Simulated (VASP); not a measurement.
# Cu (Fm-3m) in VASP: further runs

One crystal, Cu, is run at these levels: PBEsol, PBE, r2SCAN; tasks: relaxation of cell and atoms, single point.

Program: VASP 6.6.1. These are calculated values, not measurements. Logs are shortened: lines on timing, memory, paths and dates and some standing lists are left out, and cuts for length are marked.

## (1) The crystal as given

Symmetry: Fm-3m, No. 225, cubic system. Conventional cell: a = 3.615 Å, b = 3.615 Å, c = 3.615 Å, α = 90.00°, β = 90.00°, γ = 90.00°. Cu (site symmetry m-3m) is surrounded by 12 Cu at 2.56 Å.

## (2) Relaxation of cell and atoms, PBEsol

File INCAR:

```
SYSTEM = Cu
PREC = Accurate
ENCUT = 600
EDIFF = 1E-6
ISMEAR = 1
SIGMA = 0.1
LREAL = .False.
LASPH = .True.
NELM = 80
ALGO = Normal
ISIF = 3
LWAVE = .False.
LCHARG = .False.
GGA = PS
IBRION = 2
NSW = 90
EDIFFG = -0.01
KPAR = 2
```

File KPOINTS:

```
Automatic mesh
0
Gamma
  18 18 18
  0 0 0
```

File POSCAR:

```
Cu
1.0
    0.0000000000      1.8075000000      1.8075000000
    1.8075000000      0.0000000000      1.8075000000
    1.8075000000      1.8075000000      0.0000000000
Cu
1
Direct
    0.0000000000      0.0000000000      0.0000000000
```

Potentials or basis: VASP PAW PBE potentials, release 64 (Cu).

Launch:

```console
$ cat potpaw_PBE.64/Cu/POTCAR > POTCAR
$ mpirun -np 2 vasp_std > vasp.out
```

OUTCAR:

```text
SYSTEM = Cu
   PREC = Accurate
   ENCUT = 600
   EDIFF = 1E-6
   ISMEAR = 1
   LREAL = .False.
   LASPH = .True.
   NELM = 80
   ISIF = 3
   GGA = PS
   IBRION = 2
   NSW = 90
   EDIFFG = -0.01

 ion  position               nearest neighbor table
   1  0.000  0.000  0.000-

  LATTYP: Found a face centered cubic cell.
 ALAT       =     3.6150000000

  Lattice vectors:

 A1 = (   0.0000000000,   1.8075000000,   1.8075000000)
 A2 = (   1.8075000000,   0.0000000000,   1.8075000000)
 A3 = (   1.8075000000,   1.8075000000,   0.0000000000)

Analysis of symmetry for initial positions (statically):
=====================================================================
 Subroutine PRICEL returns:
 Original cell was already a primitive cell.

 Routine SETGRP: Setting up the symmetry group for a
 face centered cubic supercell.

 Subroutine GETGRP returns: Found 48 space group operations
 (whereof 48 operations were pure point group operations)
 out of a pool of 48 trial point group operations.

The static configuration has the point symmetry O_h .

Analysis of symmetry for dynamics (positions and initial velocities):
=====================================================================
 Subroutine PRICEL returns:
 Original cell was already a primitive cell.

 Routine SETGRP: Setting up the symmetry group for a
 face centered cubic supercell.

 Subroutine GETGRP returns: Found 48 space group operations
 (whereof 48 operations were pure point group operations)
 out of a pool of 48 trial point group operations.

The dynamic configuration has the point symmetry O_h .

 Subroutine INISYM returns: Found 48 space group operations
 (whereof 48 operations are pure point group operations),
 and found     1 'primitive' translations

----------------------------------------------------------------------------------------

                                     Primitive cell

  volume of cell :      11.8104

  direct lattice vectors                    reciprocal lattice vectors
     0.000000000  1.807500000  1.807500000    -0.276625173  0.276625173  0.276625173
     1.807500000  0.000000000  1.807500000     0.276625173 -0.276625173  0.276625173
     1.807500000  1.807500000  0.000000000     0.276625173  0.276625173 -0.276625173

  length of vectors
[... 91 lines left out ...]
   NELECT =      11.0000    total number of electrons
   NUPDOWN=      -1.0000    fix difference up-down
   EMIN   =  10.00;   EMAX   =-10.00  energy-range for DOS
   EFERMI =   0.00;   METHOD = LEGACY
   ISMEAR =     1;   SIGMA  =   0.10  broadening in eV -4-tet -1-fermi 0-gaus
   EFERMI_NEDOS =   21; number of points for ismear=-14 and -15
   IALGO  =     38    algorithm
   IMIX   =      4    mixing-type and parameters
     AMIX     =   0.40;   BMIX     =  1.00
     AMIX_MAG =   1.60;   BMIX_MAG =  1.00
  volume/ion in A,a.u.               =      11.81        79.70
  Fermi-wavevector in a.u.,A,eV,Ry     =   1.598763  3.021224 34.777078  2.556043
  Thomas-Fermi vector in A             =   2.696162
   LORBIT       =      0    0 simple, 1 ext, 2 COOP (PROOUT), +10 PAW based schemes
   GGA     = PS    functional components
   LHFCALC =     F    Hartree Fock is set to
   AEXX    =    0.0000 exact exchange contribution
   IVDW    =     0    specifies the selected vdW correction
   LEPSILON=     F    determine dielectric tensor
   LRPA    =     F    only Hartree local field effects (RPA)
 conjugate gradient relaxation of ions
 non-spin polarized calculation
 Methfessel and Paxton  Order N= 1 SIGMA  =   0.10
  energy-cutoff  :      600.00
  volume of cell :       11.81
 maximum number of plane-waves:       411
   NGX = 11   NGY = 11   NGZ = 11

--------------------------------------- Ionic step        1  -------------------------------------------

 number of electron      11.0000001 magnetization

 Free energy of the ion-electron system (eV)
  ---------------------------------------------------
  ext. energy  EPLUGINS =         0.00000000
  ---------------------------------------------------
  free energy    TOTEN  =        -4.30072267 eV

  energy without entropy =       -4.30072400  energy(sigma->0) =       -4.30072311

------------------------ aborting loop because EDIFF is reached ----------------------------------------

  FORCE on cell =-STRESS in cart. coord.  units (eV):
  Direction    XX          YY          ZZ          XY          YZ          ZX
  --------------------------------------------------------------------------------------
  -------------------------------------------------------------------------------------
  Total       -0.4135184     -0.4135184     -0.4135184      0.0000000     -0.0000000      0.0000000
  in kB      -56.0971145    -56.0971145    -56.0971145      0.0000000     -0.0000000      0.0000000
  external PRESSURE =     -56.0971145 kB  Pullay stress =       0.0000000 kB
[... 57 lines left out ...]
--------------------------------------- Ionic step        3  -------------------------------------------

 number of electron      11.0000013 magnetization

 Free energy of the ion-electron system (eV)
  ---------------------------------------------------
  ext. energy  EPLUGINS =         0.00000000
  ---------------------------------------------------
  free energy    TOTEN  =        -4.30869341 eV

  energy without entropy =       -4.30864166  energy(sigma->0) =       -4.30867616

 E-fermi :   7.8342     XC(G=0): -13.1294

 val. band max:        7.8310710170   @ k =   0.5000   0.1111   0.0000
 cond. band min:       7.8705200209   @ k =  -0.4444   0.1111   0.0556
 fundamental gap:      0.0394490039
 Fermi energy:         7.8341759179

 k-point     1 :       0.0000    0.0000    0.0000
  band No.  band energies     occupation
      1      -1.8047      2.00000
      2       4.7374      2.00000
      3       4.7374      2.00000
      4       4.7374      2.00000
      5       5.6200      2.00000
      6       5.6200      2.00000
      7      30.7613      0.00000
      8      33.6717      0.00000
      9      33.6717      0.00000
[... 265 lines left out ...]
 k-point    24 :      -0.2222    0.0556    0.0000
  band No.  band energies     occupation
      1       0.3213      2.00000
      2       4.4217      2.00000
      3       4.9046      2.00000
      4       4.9459      2.00000
      5       5.5661      2.00000
      6       5.8255      2.00000
      7      21.1525      0.00000
      8      28.2554      0.00000
      9      31.9432      0.00000

 [... further k-points ...]
[... 5 lines left out ...]
  --------------------------------------------------------------------------------------
  -------------------------------------------------------------------------------------
  Total        0.0019915      0.0019915      0.0019915     -0.0000000     -0.0000000      0.0000000
  in kB        0.2805797      0.2805797      0.2805797     -0.0000000     -0.0000000      0.0000000
  external PRESSURE =       0.2805797 kB  Pullay stress =       0.0000000 kB
[... 16 lines left out ...]
  FREE ENERGIE OF THE ION-ELECTRON SYSTEM (eV)
  ---------------------------------------------------
  free  energy   TOTEN  =        -4.3086934124 eV

  energy  without entropy=       -4.3086416634  energy(sigma->0) =       -4.30867616

 reached required accuracy - stopping structural energy minimisation
```

Run time: 20 s. Hardware: 2 MPI ranks of AMD EPYC 7R13 (Zen 3), shared host; peak memory 0.12 GiB.

Results:

```
Free energy                            : -4.3087 eV
Relaxed volume                         : 11.37 Å³/atom
Relaxed cell                           : a = 2.524 Å, b = 2.524 Å, c = 2.524 Å, α = 60.00°, β = 60.00°, γ = 60.00°
Space group after relaxing (to 0.05 Å) : Fm-3m (No. 225)
Energy gained by relaxing              : 8.0 meV/atom
Ionic steps                            : 3
Pressure after relaxing                : 0.0 GPa
Band gap on the k mesh                 : none (metal or under the smearing width)
```

The path:
| step | energy change (eV) | largest force (eV/Å) | pressure (GPa) | volume (Å³) |
| --- | --- | --- | --- | --- |
| 1 | 0.0000 | 0.0000 | -5.61 | 11.81 |
| 2 | -0.0049 | 0.0000 | 3.95 | 11.12 |
| 3 | -0.0080 | 0.0000 | 0.03 | 11.37 |

Final structure:
```
Cu
1.0
     0.00000    1.78486    1.78486
     1.78486    0.00000    1.78486
     1.78486    1.78486    0.00000
Cu
1
Direct
  0.00000 0.00000 0.00000
```

Caveat: the PAW data sets were made with another functional, which shifts forces and pressure a little.

## (3) Relaxation of cell and atoms, PBEsol

This run uses another cell than the first one, of 11.37 Å³/atom, 0.963 times its volume.

Changes to INCAR since step 2:

```diff
@@ -3,3 +3,3 @@
 ENCUT = 600
-EDIFF = 1E-6
+EDIFF = 1E-7
 ISMEAR = 1
@@ -16,3 +16,3 @@
 NSW = 90
-EDIFFG = -0.01
+EDIFFG = -0.005
 KPAR = 2
```

KPOINTS is that of step 2.

File POSCAR:

```
Cu                                      
1.0
    0.0000000000      1.7848606276      1.7848606276
    1.7848606276     -0.0000000000      1.7848606276
    1.7848606276      1.7848606276      0.0000000000
  Cu            
     1
Direct
     0.0000000000000000    0.0000000000000000    0.0000000000000000
```

Potentials or basis: VASP PAW PBE potentials, release 64 (Cu).

Launch:

```console
$ cat potpaw_PBE.64/Cu/POTCAR > POTCAR
$ mpirun -np 2 vasp_std > vasp.out
```

Run time: 11 s. Hardware: 2 MPI ranks of AMD EPYC 7R13 (Zen 3), shared host; peak memory 0.11 GiB.

It converged, with:

| Quantity | Value |
| --- | --- |
| Free energy | -4.3085 eV |
| Pressure after relaxing | 0.0 GPa |
| Band gap on the k mesh | none (metal or under the smearing width) |

Final structure:
```yaml
crystal:
  lattice:
    - [0.00000, 1.78486, 1.78486]
    - [1.78486, 0.00000, 1.78486]
    - [1.78486, 1.78486, 0.00000]
  atoms:
    - { symbol: Cu, position: [0.00000, 0.00000, 0.00000] }
```

Levels at points of the mesh, in eV from the Fermi level:
```
           k point  band 2  band 3  band 4  band 5  band 6  band 7  band 8  band 9
(0.00, 0.00, 0.00)   -3.10   -3.10   -3.10   -2.21   -2.21   22.93   25.84   25.84
(0.50, 0.00, 0.00)   -3.13   -3.13   -1.61   -1.61   -1.11    3.98   21.40   22.65
(0.50, 0.50, 0.00)   -4.58   -1.63   -1.46   -1.46    1.47    7.41   13.37   13.37
```

Caveat: the relaxation stopped at its first step, so nothing moved; the PAW data sets were made with another functional, which shifts forces and pressure a little.

## (4) Single point, PBE

File INCAR:

```
SYSTEM = Cu
ALGO     = Normal         ! electronic algorithm
EDIFF    = 1E-7           ! SCF threshold, eV
ENCUT    = 520            ! plane-wave cutoff, eV
GGA      = PE             ! functional
ISIF     = 2              ! what is computed and relaxed
ISMEAR   = 1              ! smearing method
KPAR     = 4            
LASPH    = .True.         ! aspherical terms in the spheres
LCHARG   = .False.        ! write CHGCAR
LREAL    = .False.        ! projectors in reciprocal space
LWAVE    = .False.        ! write WAVECAR
NBANDS   = 12             ! bands
NELM     = 80             ! most SCF steps
PREC     = Accurate       ! precision mode
SIGMA    = 0.1            ! smearing width, eV
```

File KPOINTS:

```
k-points
0
Gamma
  8 8 8
  0 0 0
```

File POSCAR:

```
Cu
1.0
    0.0000000000      1.8075000000      1.8075000000
    1.8075000000      0.0000000000      1.8075000000
    1.8075000000      1.8075000000      0.0000000000
Cu
1
Direct
    0.0000000000      0.0000000000      0.0000000000
```

Launch:

```console
$ cat potpaw_PBE.64/Cu/POTCAR > POTCAR
$ mpirun -np 4 vasp_std > vasp.out
```

Wall time 3.5 s (4 MPI ranks of Intel Xeon 6975P-C (Granite Rapids), shared host); peak memory 0.11 GiB.

Results (log left out):

```yaml
Free_energy: -3.6943 eV
Pressure: 3.1 GPa
Band_gap_on_the_k_mesh: none (metal or under the smearing width)
```

Levels at points of the mesh, in eV from the Fermi level:
```
           k point  band 4  band 5  band 6  band 7  band 8  band 9
(0.00, 0.00, 0.00)   -2.92   -2.10   -2.10   22.69   25.33   25.33
(0.50, 0.00, 0.00)   -1.53   -1.53   -0.91    3.86   21.18   22.17
(0.50, 0.50, 0.00)   -1.39   -1.39    1.59    7.21   13.18   13.18
```

Caveat: the k mesh is coarse (spacing up to 0.38 Å⁻¹), so the values aren't converged.

## (5) Relaxation of cell and atoms, r2SCAN

File INCAR:

```
PREC = Accurate ; ENCUT = 600
EDIFF = 1E-6 ; ISMEAR = 1
SIGMA = 0.1 ; LREAL = False
LASPH = True ; NELM = 80
ALGO = Normal ; ISIF = 3
LWAVE = False ; LCHARG = False
METAGGA = R2SCAN ; LMIXTAU = True
IBRION = 2 ; NSW = 90
EDIFFG = -0.01
```

File KPOINTS:

```
Automatic mesh
0
Gamma
  18 18 18
```

POSCAR is that of step 4.

Launch:

```console
$ cat potpaw_PBE.64/Cu/POTCAR > POTCAR
$ mpirun -np 1 vasp_std > vasp.out
```

Run time: 2.6 min. Hardware: 1 thread of Intel Xeon Platinum 8488C (Sapphire Rapids), shared host; peak memory 0.15 GiB.

Results (log left out):

```yaml
Free_energy: -10.8272 eV
Relaxed_volume: 11.50 Å³/atom
Relaxed_cell: a = 2.533 Å, b = 2.533 Å, c = 2.533 Å, α = 60.00°, β = 60.00°, γ = 60.00°
Space_group_after_relaxing_to_0.05_Å: Fm-3m (No. 225)
Energy_gained_by_relaxing: 4.0 meV/atom
Ionic_steps: 3
Pressure_after_relaxing: -0.1 GPa
Band_gap_on_the_k_mesh: none (metal or under the smearing width)
```

Step by step:
| step | energy change (eV) | largest force (eV/Å) | pressure (GPa) | volume (Å³) |
| --- | --- | --- | --- | --- |
| 1 | 0.0000 | 0.0000 | -4.11 | 11.81 |
| 2 | -0.0024 | 0.0000 | 2.80 | 11.30 |
| 3 | -0.0040 | 0.0000 | -0.09 | 11.50 |

Final structure:
```yaml
crystal:
  lattice:
    - [0.00000, 1.79143, 1.79143]
    - [1.79143, 0.00000, 1.79143]
    - [1.79143, 1.79143, 0.00000]
  atoms:
    - { symbol: Cu, position: [0.00000, 0.00000, 0.00000] }
```

Levels at points of the mesh, in eV from the Fermi level:
```tsv
k point	band 3	band 4	band 5	band 6	band 7	band 8	band 9
(0.00, 0.00, 0.00)	-3.18	-3.18	-2.33	-2.33	23.64	26.89	26.89
(0.50, 0.00, 0.00)	-3.22	-1.71	-1.71	-1.09	4.15	22.14	23.61
(0.50, 0.50, 0.00)	-1.75	-1.55	-1.55	1.61	7.67	14.02	14.02
```

Caveat: the PAW data sets were made with another functional, which shifts forces and pressure a little.

## (6) Overview

| task | level | cell | k mesh | cutoff (eV) | mesh quality | gap on the mesh (eV) | pressure (GPa) |
| --- | --- | --- | --- | --- | --- | --- | --- |
| relaxation of cell and atoms | PBEsol | relaxed | 18 × 18 × 18 | 600 | not flagged | none | 0.0 |
| single point | PBE | Fm-3m, 11.81 Å³/atom | 8 × 8 × 8 | 520 | coarse | none | 3.1 |
| relaxation of cell and atoms | r2SCAN | relaxed | 18 × 18 × 18 | 600 | not flagged | none | -0.1 |

Alike in all rows: potentials or basis VASP PAW PBE potentials, release 64 (Cu); no spin polarisation; smearing methfessel-paxton 0.1 eV.

Caveats: some runs use coarse meshes; the PAW data sets were made with another functional, which shifts forces and pressure a little (some runs); the relaxation stopped at its first step, so nothing moved (some runs).

Absolute energies hang on the potentials; compare differences alone.
